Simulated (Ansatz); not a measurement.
# FeGe (P6/mmm) in Ansatz: further runs

Runs on FeGe. Level: LDA+U. Tasks: relaxation of cell and atoms.

Everything below comes from runs of Ansatz 0.2.0. Logs are shortened: lines on timing, memory, paths and dates and some standing lists are left out, and cuts for length are marked.

## Step 1: The structure

It takes space group P6/mmm (No. 191, hexagonal). The conventional cell has a = 4.998 Å, b = 4.998 Å, c = 4.116 Å, α = 90.00°, β = 90.00°, γ = 120.00°. Around Ge (site symmetry -6m2) lie 6 Fe at 2.51 Å and 3 Ge at 2.89 Å. Ge (site symmetry 6/mmm) has 6 Fe at 2.50 Å as nearest neighbours. Fe (site symmetry mmm) is surrounded by 6 Ge at 2.50 to 2.51 Å and 4 Fe at 2.50 Å.

The cell is a database's computed one.

## Step 2: Relaxation of cell and atoms, LDA+U, collinear spin, ferromagnetic start

Input file input.yaml:

```yaml
crystal:
  lattice:
    - [4.9976023358, 0.0, 0.0]
    - [-2.4988011679, 4.3280505808, 0.0]
    - [0.0, 0.0, 4.11576135]
  atoms:
    - { symbol: Ge, position: [0.6666666667, 0.3333333333, 0.5] }
    - { symbol: Ge, position: [0.3333333333, 0.6666666667, 0.5] }
    - { symbol: Ge, position: [0.0, 0.0, 0.0] }
    - { symbol: Fe, position: [0.0, 0.5, 0.0], spin: 3.0 }
    - { symbol: Fe, position: [0.5, 0.5, 0.0], spin: 3.0 }
    - { symbol: Fe, position: [0.5, 0.0, 0.0], spin: 3.0 }
hamiltonian:
  xc: lda
  pseudopotentials: { kind: paw }
  hubbard: { sites: [{ species: Fe, l: d, u_eff: 5.0 }] }
magnetization:
  spin_polarized: true
kpoints:
  mp_grid: { grid: [6, 6, 7] }
scf:
  occupations: { method: fermi_dirac, width: 0.05 }
output:
  forces: true
  stress: true
  eigenvalues: true
relax:
  f_tol: 0.01
  max_steps: 40
  cell: { stress_tol: 0.05 }
```

Potentials or basis: Ansatz PAW.

The run is started by

```bash
ansatz run input.yaml --threads 2 --pin off --max-ram 5632MiB --backend cpu --events-out ev --progress --plain --runs-dir out
```

Log:

```text
Warning: RAYON_NUM_THREADS=2 ignored (pool sized by the plan → 2); use --threads N
Ge: projections on atomic orbitals take those of the free atom [Ar] 3d10 4s2 4p2, of charge +0.00 (hamiltonian.pseudopotentials.projection_atoms); the dataset's partial waves leave at most 1.2e-6 of an orbital's norm unspanned inside its sphere
Fe: projections on atomic orbitals take those of the free atom [Ne] 3s2 3p6 3d6 4s2, of charge +0.00 (hamiltonian.pseudopotentials.projection_atoms); the dataset's partial waves leave at most 1.1e-6 of an orbital's norm unspanned inside its sphere
Engine: ansatz 0.2.0, aarch64-unknown-linux-gnu
Pseudopotentials: kind: paw
Pseudopotential: Ge, paw, valence charge 14, recommended cutoff 420 eV (normal), Ge.paw.azcp
Pseudopotential: Fe, paw, valence charge 16, recommended cutoff 420 eV (normal), Fe.paw.azcp
Functional definition: SPW92
  exchange = slater_x
  correlation = pw_c
Crystal: 6 atoms, lattice volume = 89.023 Å³
Basis set: ecut = 420 eV, 1699 PW (Γ)
Bands: 60, of which v1, the nominal top of the filled ones, is band 45 counted from 1 (44 counted from 0)
Symmetry: 24 space group operations
Space group: P6/mmm (ITA 191), of the structure as read, at distance tolerance 4.5e-5 Å
Magnetic group: BNS 191.233 (UNI 1463), of the structure as read, at distance tolerance 4.5e-5 Å
k-points: 28 of 252
Non-local potential: Ge, projectors of the file, l = 0: 2, l = 1: 2, l = 2: 3, l = 3: 1
Non-local potential: Fe, projectors of the file, l = 0: 3, l = 1: 2, l = 2: 3, l = 3: 1
PAW form: soft (Blöchl's): semilocal exchange-correlation on the pseudo side does not see the compensation charge
PAW frozen core: Ge, regenerated for the run's functional, and the local potential with it (the file was generated under x = pbe(κ = 0.804, μ = 0.2195149727645171), c = pbe(β = 0.06672455060314922))
PAW frozen core: Fe, regenerated for the run's functional, and the local potential with it (the file was generated under x = pbe(κ = 0.804, μ = 0.2195149727645171), c = pbe(β = 0.06672455060314922))
PAW one-centre angular grid: Ge, 590 points (default); XC on 64 Gauss nodes
PAW one-centre angular grid: Fe, 590 points (default); XC on 64 Gauss nodes
Initial density: superposition of atomic densities (chi_scale 0.1, normalization cell)
Starting moments: Σ|m| = 9 μB on 3 of 6 sites
Initial wavefunctions: pseudopotential atomic-orbital guess
Functional: x = slater, c = lda
SCF iter   1: F=—  HF=-25897.357111 eV  |F-HF|=—  |Δ(HF+E_count)|=         —  Δρ=3.88e-2 (↑2.65e-2 ↓3.88e-2)  dr2=7.99e0  dr2_m=1.71e-1  M=7.314 μB ∫|m|=8.182 μB  β_m=0.30  ethr=3.10e-3  ⟨swp⟩=6.0  Hψ=11376  notcnv=0  defer=5
preconditioner: auto → Kerker (q_TF=auto, 2.733 Å⁻¹)  [metal: Δε(μ)=0.021 eV  Ē_g=17.840 eV  σ=0.050 eV  W_gap=0.10  n_scr=26 (ndim 8)  ℏωp=32.0 eV  f_vac=0.002  D(μ)=4.26/eV (n_scr^D=32)]
spin=Collinear: Kerker preconditioning applied to the charge; magnetization (m = ρ↑ − ρ↓) channel mixes plain (no charge-response kernel on spin).
SCF iter   2: F=—  HF=-25897.132599 eV  |F-HF|=—  |Δ(HF+E_count)|=   2.25e-1  Δρ=2.79e-2 (↑1.62e-2 ↓2.79e-2)  dr2=3.30e0  dr2_m=9.84e-2  M=7.560 μB ∫|m|=8.466 μB  β_m=0.30  ethr=3.10e-3  ⟨swp⟩=2.2  Hψ=4671  notcnv=0  defer=278
SCF iter   3: F=—  HF=-25896.828575 eV  |F-HF|=—  |Δ(HF+E_count)|=   3.04e-1  Δρ=2.13e-2 (↑1.04e-2 ↓2.13e-2)  dr2=1.31e0  dr2_m=8.76e-2  M=7.659 μB ∫|m|=8.622 μB  β_m=1.00  ethr=3.10e-3  ⟨swp⟩=2.0  Hψ=3607  notcnv=0  defer=278
SCF iter   4: F=—  HF=-25896.666574 eV  |F-HF|=—  |Δ(HF+E_count)|=   1.62e-1  Δρ=1.34e-2 (↑7.60e-3 ↓1.34e-2)  dr2=1.52e-1  dr2_m=6.85e-2  M=7.966 μB ∫|m|=8.962 μB  β_m=1.00  ethr=1.45e-3  ⟨swp⟩=2.2  Hψ=5277  notcnv=0  defer=272
SCF iter   5: F=—  HF=-25896.744981 eV  |F-HF|=—  |Δ(HF+E_count)|=   7.84e-2  Δρ=6.42e-3 (↑3.12e-3 ↓6.42e-3)  dr2=7.90e-2  dr2_m=5.43e-3  M=7.852 μB ∫|m|=8.855 μB  β_m=0.30  ethr=1.69e-4  ⟨swp⟩=2.1  Hψ=4611  notcnv=0  defer=274
SCF iter   6: F=—  HF=-25896.838238 eV  |F-HF|=—  |Δ(HF+E_count)|=   9.33e-2  Δρ=4.19e-3 (↑3.38e-3 ↓4.19e-3)  dr2=4.34e-2  dr2_m=4.24e-3  M=7.940 μB ∫|m|=8.939 μB  β_m=1.00  ethr=8.78e-5  ⟨swp⟩=2.1  Hψ=5281  notcnv=0  defer=287
SCF iter   7: F=—  HF=-25896.915568 eV  |F-HF|=—  |Δ(HF+E_count)|=   7.73e-2  Δρ=6.74e-3 (↑1.27e-3 ↓6.74e-3)  dr2=3.97e-2  dr2_m=8.51e-3  M=7.805 μB ∫|m|=8.820 μB  β_m=0.30  ethr=4.83e-5  ⟨swp⟩=2.0  Hψ=4575  notcnv=0  defer=287
SCF iter   8: F=—  HF=-25896.995924 eV  |F-HF|=—  |Δ(HF+E_count)|=   8.04e-2  Δρ=8.14e-3 (↑1.28e-3 ↓8.14e-3)  dr2=5.02e-2  dr2_m=1.40e-2  M=7.758 μB ∫|m|=8.785 μB  β_m=0.30  ethr=4.41e-5  ⟨swp⟩=1.5  Hψ=3698  notcnv=0  defer=286
SCF iter   9: F=—  HF=-25897.066690 eV  |F-HF|=—  |Δ(HF+E_count)|=   7.08e-2  Δρ=4.78e-3 (↑4.78e-3 ↓2.72e-3)  dr2=3.12e-3  dr2_m=1.06e-2  M=7.817 μB ∫|m|=8.814 μB  β_m=1.00  ethr=4.41e-5  ⟨swp⟩=2.0  Hψ=4594  notcnv=0  defer=286
SCF iter  10: F=—  HF=-25897.131614 eV  |F-HF|=—  |Δ(HF+E_count)|=   6.49e-2  Δρ=3.78e-3 (↑1.22e-3 ↓3.78e-3)  dr2=6.71e-3  dr2_m=1.43e-3  M=7.836 μB ∫|m|=8.799 μB  β_m=0.30  ethr=3.47e-6  ⟨swp⟩=2.2  Hψ=6228  notcnv=0  defer=286
[...]
SCF 1 converged in 27 iterations: F = -25897.398666 eV  dr2 = 5.04e-8
[...]
Initial wavefunctions: those read from a saved state, or passed on in memory by an earlier step or the calling program
iter 1 solved again at ethr=5.59e-11 eV; its pass at ethr=1.11e-6 eV (dr2=5.03e-8 eV) is discarded
SCF iter   1: F=—  HF=-25897.398666 eV  |F-HF|=—  |Δ(HF+E_count)|=         —  Δρ=4.50e-6 (↑4.50e-6 ↓4.50e-6)  dr2=5.04e-8  dr2_m=5.52e-10  M=8.145 μB ∫|m|=8.986 μB  ethr=5.59e-11  ⟨swp⟩=1.0  Hψ=16424  notcnv=0
spin=Collinear: Kerker preconditioning applied to the charge; magnetization (m = ρ↑ − ρ↓) channel mixes plain (no charge-response kernel on spin).
SCF iter   2: F=—  HF=-25897.396573 eV  |F-HF|=—  |Δ(HF+E_count)|=   2.09e-3  Δρ=5.71e-4 (↑4.80e-4 ↓5.71e-4)  dr2=7.76e-4  dr2_m=6.17e-6  M=8.152 μB ∫|m|=8.986 μB  ethr=1.11e-6  ⟨swp⟩=1.0  Hψ=13426  notcnv=0
SCF iter   3: F=—  HF=-25897.398646 eV  |F-HF|=—  |Δ(HF+E_count)|=   2.07e-3  Δρ=4.11e-5 (↑3.30e-5 ↓4.11e-5)  dr2=3.99e-6  dr2_m=1.69e-7  M=8.145 μB ∫|m|=8.985 μB  ethr=1.11e-6  ⟨swp⟩=1.0  Hψ=7940  notcnv=0
SCF iter   4: F=-25897.398666 eV  HF=-25897.398666 eV  |F-HF|=7.31e-10  |Δ(HF+E_count)|=   1.99e-5  Δρ=1.18e-6 (↑5.50e-7 ↓1.18e-6)  dr2=9.42e-10  dr2_m=4.71e-10  M=8.145 μB ∫|m|=8.986 μB  ethr=1.11e-10  ⟨swp⟩=1.1  Hψ=7946  notcnv=0
SCF 2 converged in 4 iterations: F = -25897.398666 eV  dr2 = 9.42e-10
a single-point calculation of the run's input, under the relaxation's own `scf.mixing.negative_modes` where the relaxation goes by `scf.lower_state_search: light` itself or types `scf.max_iter`, was made at the relaxed geometry, from the atoms, in 31 SCF iterations in all. It converged +0.0 meV from the relaxation's final energy, with moments (-0.04, -0.04, -0.12, 2.79, 2.79, 2.79 Bohr magnetons, atom by atom), which does not count as lower, and the relaxation's result stands. No further magnetic order was relaxed to its end, and one can end lower (see `relax.adjacent_minimum`).
SCF converged after 9 iterations
Magnetization: 8.1453 μB (49.0726 up, 40.9274 down)
Absolute magnetization: 8.9913 μB (∫|ρ↑−ρ↓|, with the PAW one-centre terms)
Spin contamination: 0.5754 ħ² per cell (⟨S²⟩ above its minimum at these occupations)
Per-site moments (μB) at R_I (Å): [(-0.04467323351908531, 1.0500305879868286), (-0.04467323351908535, 1.0500305879868286), (-0.11648087014737805, 1.0425795375985643), (2.794509702445315, 1.0425795375985643), (2.794509702445315, 1.0425795375985643), (2.794509702445318, 1.0425795375985643)]
Free energy (F): -25897.398666 eV
Harris-Foulkes:  -25897.398666 eV  (|F-HF|=1.09e-11)
Internal energy: -25897.389420 eV  (E = F + TS)
E sigma→0 (E₀):  -25897.394043 eV
Entropy (-TS):   -0.009246 eV (-1.541 meV/atom)
Fermi energy:    13.497358 eV
--- Per-component energies (eV) ---
  E_band       = -1171.762149
  E_kinetic    = 1387.449473
  E_local      = -14608.837508  (includes V_loc(G=0)·N_el)
  E_nonlocal   = 1947.156731
  E_hartree    = 6320.956775
  E_xc         = -576.058915
  E_vxc        = -648.900750  (∫ρ·V_xc dr)
  E_hubbard    = 7.501511  (on-site DFT+U / exact-exchange correction)
  E_vhub       = -35.706670  (the Hubbard potential's part of the band-sum identity)
  E_paw        = -9747.281438  (= ΣΔE_a)
  E_vpaw       = -1854.840266  (= ΣTr[D̂ρ^β])
  E_aug_tail   = 0.003087  (compensation charges beyond the density's cutoff)
  E_ewald      = -10635.208722
  E_core_change = 6.929586  (= ΣΔE_core)
  E_smearing   = -0.009246  (= −TS)
  E_closure    = 0.000000  (closes the sum)
  Σ components = -25897.398666   (vs F -25897.398666, Δ=0.00e0)
--- Forces (eV/Å), atoms counted from 1 ---
  atom   1  Ge     0.00000000    -0.00000000     0.00000000
  atom   2  Ge    -0.00000000     0.00000000     0.00000000
  atom   3  Ge    -0.00000000    -0.00000000     0.00000000
  atom   4  Fe     0.00000000     0.00000000     0.00000000
  atom   5  Fe    -0.00000000     0.00000000     0.00000000
  atom   6  Fe    -0.00000000    -0.00000000     0.00000000
  max |Σ_I F_I| component: 2.58e-29 eV/Å
--- Stress (GPa, compression-positive) ---
        0.040330       0.000000       0.000000
        0.000000       0.040330       0.000000
        0.000000       0.000000       0.033227
  P = ⅓ Tr σ = 0.0380 GPa (0.380 kbar)
--- Band table (eV; the first three rows and the last of 56) ---
  k-point 0 ↑: bands = ["-74.4296", "-74.3933", "-74.3933", "-41.1544", "-41.1544", "-41.0383", "-40.8589", "-40.8241", "-40.8241", "-40.8153", "-40.5455", "-40.5455", "-11.3653", "-11.3653", "-11.3263", "-11.3263", "-11.2904", "-11.2904", "-11.2782", "-11.2700", "-11.2700", "-11.2265", "-11.1999", "-11.1500", "-11.1500", "-11.0976", "-11.0976", "1.1743", "4.0565", "6.3737", "6.6279", "6.6947", "7.1315", "7.1315", "7.5770", "7.5770", "7.9979", "7.9979", "8.7982", "9.0945", "9.0945", "9.2366", "9.2366", "10.1654", "10.4753", "10.4753", "10.5542", "11.1143", "12.9333", "12.9333", "15.9431", "16.1599", "17.4093", "17.4093", "17.9728", "18.3953", "19.9115", "19.9115", "21.4624", "22.1985"]
  k-point 1 ↑: bands = ["-74.4295", "-74.3934", "-74.3934", "-41.1544", "-41.1544", "-41.0383", "-40.8591", "-40.8242", "-40.8242", "-40.8153", "-40.5455", "-40.5455", "-11.3650", "-11.3650", "-11.3266", "-11.3266", "-11.2922", "-11.2922", "-11.2763", "-11.2687", "-11.2687", "-11.2274", "-11.1995", "-11.1502", "-11.1502", "-11.0974", "-11.0974", "1.3445", "4.0339", "5.6359", "6.4878", "7.1746", "7.1746", "7.5070", "7.5070", "7.6725", "8.1240", "8.1240", "8.7929", "9.1027", "9.1027", "9.2223", "9.2223", "9.3325", "10.5543", "10.6531", "10.6531", "11.6577", "12.6729", "12.6729", "15.5209", "15.9655", "16.8035", "17.0947", "17.0947", "18.9530", "18.9530", "20.5471", "22.4721", "23.2810"]
  k-point 2 ↑: bands = ["-74.4295", "-74.3937", "-74.3937", "-41.1544", "-41.1544", "-41.0383", "-40.8595", "-40.8243", "-40.8243", "-40.8152", "-40.5455", "-40.5455", "-11.3641", "-11.3641", "-11.3274", "-11.3274", "-11.2962", "-11.2962", "-11.2720", "-11.2659", "-11.2659", "-11.2294", "-11.1986", "-11.1507", "-11.1507", "-11.0970", "-11.0970", "1.8344", "3.8859", "5.0417", "6.0563", "7.2469", "7.2469", "7.3665", "7.3665", "8.4802", "8.5028", "8.5028", "8.7810", "8.9817", "9.1477", "9.1477", "9.1937", "9.1937", "10.5544", "11.0653", "11.0653", "11.9623", "11.9623", "12.1595", "13.9576", "14.3970", "16.4086", "16.4086", "17.9598", "17.9598", "18.9327", "22.9149", "23.7885", "23.7885"]
  k-point 27 ↓: bands = ["-71.2946", "-71.2946", "-71.2736", "-37.9976", "-37.9466", "-37.9466", "-37.8482", "-37.8482", "-37.8280", "-37.7775", "-37.7775", "-37.6406", "-11.3879", "-11.3489", "-11.3489", "-11.3148", "-11.2950", "-11.2950", "-11.2932", "-11.2746", "-11.2604", "-11.2604", "-11.2128", "-11.1752", "-11.1752", "-11.1200", "-11.1200", "4.3125", "4.3125", "4.6367", "7.7079", "7.7079", "8.6350", "10.9502", "10.9502", "11.2513", "11.4500", "11.4500", "12.0168", "12.6739", "12.6739", "13.1850", "13.1850", "14.0834", "15.1231", "15.5893", "15.5893", "15.8527", "16.1781", "17.1934", "17.1934", "18.1479", "18.1530", "18.1530", "20.1229", "22.7305", "22.7348", "22.7348", "23.4727", "23.4727"]
--- Relaxed structure (4 steps of the walk, 4 accepted, 1 SCFs on fresh bases) ---
  F+E_penalty+E_count = -25897.39866566 eV   max|allowed force component| = 7.401e-17 eV/Å   (the final SCF, on the basis selected at the relaxed cell)
  cell:  # Å, volume = 92.3110 Å³
    - [5.054931091386978, 0.0, 0.0]
    - [-2.527465545693489, 4.377698739520921, 0.0]
    - [0.0, 0.0, 4.171501244499604]
  atoms:
    - { symbol: Ge, position: [0.6666666666666667, 0.33333333333333337, 0.5] }
    - { symbol: Ge, position: [0.33333333333333337, 0.6666666666666669, 0.5] }
    - { symbol: Ge, position: [-3.1539532093807033e-35, -4.635290156495845e-35, 0.0] }
    - { symbol: Fe, position: [0.0, 0.5, 0.0] }
    - { symbol: Fe, position: [0.5, 0.5, 0.0] }
    - { symbol: Fe, position: [0.5, 5.562348187795024e-36, 0.0] }
```

Wall time 2.3 min (2 threads of Arm Neoverse V2, shared host); peak memory 1.3 GiB.

What came out:

- Free energy: -25897.3987 eV
- Relaxed volume: 15.39 Å³/atom
- Relaxed cell: a = 5.055 Å, b = 5.055 Å, c = 4.172 Å, α = 90.00°, β = 90.00°, γ = 120.00°
- Space group after relaxing (to 0.05 Å): P6/mmm (No. 191)
- Energy gained by relaxing: 7.2 meV/atom
- Ionic steps: 6
- Pressure after relaxing: 0.0 GPa
- Band gap on the k mesh: none (metal or under the smearing width)
- Net moment: 8.15 μB per cell
- Absolute moment: 8.99 μB per cell
- Site moments: Ge -0.04, -0.12; Fe +2.79 μB

Step by step:
| step | energy change (eV) | largest force (eV/Å) | volume (Å³) |
| --- | --- | --- | --- |
| 1 | 0.0000 | 0.0000 | 89.02 |
| 2 | -0.0358 | 0.0000 | 91.06 |
| 3 | -0.0411 | 0.0000 | 92.25 |
| 4 | -0.0411 | 0.0000 | 92.31 |
| 5 | -0.0431 | 0.0000 | 92.31 |
| 6 | -0.0431 | 0.0000 | 92.31 |

Final structure:
```
Ge Fe
1.0
     5.05493    0.00000    0.00000
    -2.52747    4.37770    0.00000
     0.00000    0.00000    4.17150
Ge Fe
3 3
Direct
  0.66667 0.33333 0.50000
  0.33333 0.66667 0.50000
  0.00000 0.00000 0.00000
  0.00000 0.50000 0.00000
  0.50000 0.50000 0.00000
  0.50000 0.00000 0.00000
```

Eigenvalues of the final occupation matrices:
```csv
site,spin,trace,eigenvalues
site 1,1,4.81,0.94 0.95 0.97 0.97 0.98
site 1,2,1.95,0.13 0.17 0.22 0.65 0.78
site 2,1,4.81,0.94 0.95 0.97 0.97 0.98
site 2,2,1.95,0.13 0.17 0.22 0.65 0.78
site 3,1,4.81,0.94 0.95 0.97 0.97 0.98
site 3,2,1.95,0.13 0.17 0.22 0.65 0.78
```

Caveat: the magnetic or orbital state may not be the lowest; the plane-wave basis is chosen anew once the cell has moved, so the energies of steps on either side of that aren't comparable; the PAW data sets come from PBE, with cores solved anew for the run's functional, which leaves a small shift of forces and pressure; the U is typed as a test and isn't derived for this compound. The state reached can hang on the start; a lower one may exist.

(Part 1 of 2 ends here.)
